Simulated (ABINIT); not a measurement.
AlN: equation of state with BP86+D4

The system is AlN.

```
Al N
1.0
     0.00000    2.18399    2.18399
     2.18399    0.00000    2.18399
     2.18399    2.18399    0.00000
Al N
1 1
Cartesian
  0.0000 0.0000 0.0000
  1.0920 1.0920 1.0920
```

Measurements of this composition are mostly on another form, of space group No. 186.

```json
{"Program": "ABINIT 10.8.3 (patched build)", "Task": "equation of state", "Functional": "BP86", "Dispersion": "D4", "Potentials or basis": "JTH PAW PBE v2.0", "Cutoff": "707 eV", "k mesh": "10 × 10 × 10", "Occupations": "fermi-dirac, width 0.05 eV", "Spin": "no spin polarisation"}
```

| Item | Value |
| --- | --- |
| Equilibrium volume | 10.30 Å³/atom |
| Bulk modulus | 208 GPa |
| Pressure derivative of the bulk modulus | 4.8 |

Energy against volume, from the lowest point:
```tsv
volume (Å³/atom)	energy (meV/atom)
9.792	17.61
10.001	5.67
10.209	0.00
10.417	0.62
10.626	5.79
10.834	15.76
11.042	29.85
```

Run time: 120 s on 1 thread of Arm Neoverse V1 (shared host), peak memory 0.1 GiB.

Caveat: pressures at fixed basis lie under the slope of the energies; the log and the count of SCF iterations are those of the last ABINIT call alone; the PAW data sets were made with another functional, which shifts forces and pressure a little.
